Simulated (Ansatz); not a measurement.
Basis-set extrapolation for C$_{6}$H$_{16}$N+ (`CC[NH+](CC)CC`) (PBE0-D4/def2-TZVP geometry, frozen core, Ansatz). Multiplicity 1, RHF reference.

```json
{"": "HF", "def2-TZVPP": "-290.879066", "def2-QZVPP": "-290.893108"}
{"": "MP2 correlation", "def2-TZVPP": "-1.268113", "def2-QZVPP": "-1.347201"}
{"": "CCSD(T) correlation", "def2-TZVPP": "-1.398944", "def2-QZVPP": "not run"}
```

Energies in hartree. Use E(X) = E(∞) + A·exp(−7.88·√X) for Hartree–Fock and E(X) = E(∞) + B·X^(−2.97) for correlation, with X = 3 and 4, and add CCSD(T) minus MP2 of the smaller set to the MP2 limit.

Problem. What is the CCSD(T) energy at the basis-set limit?

Solution. HF limit: -290.893108 + (-0.014042) × 0.13774 = -290.89504. MP2 limit: -1.347201 + (-0.079088) × 0.74074 = -1.40578. Higher-order term: -1.398944 − (-1.268113) = -0.13083. Total: -292.43165 hartree, 4.18 eV below CCSD(T)/def2-TZVPP.
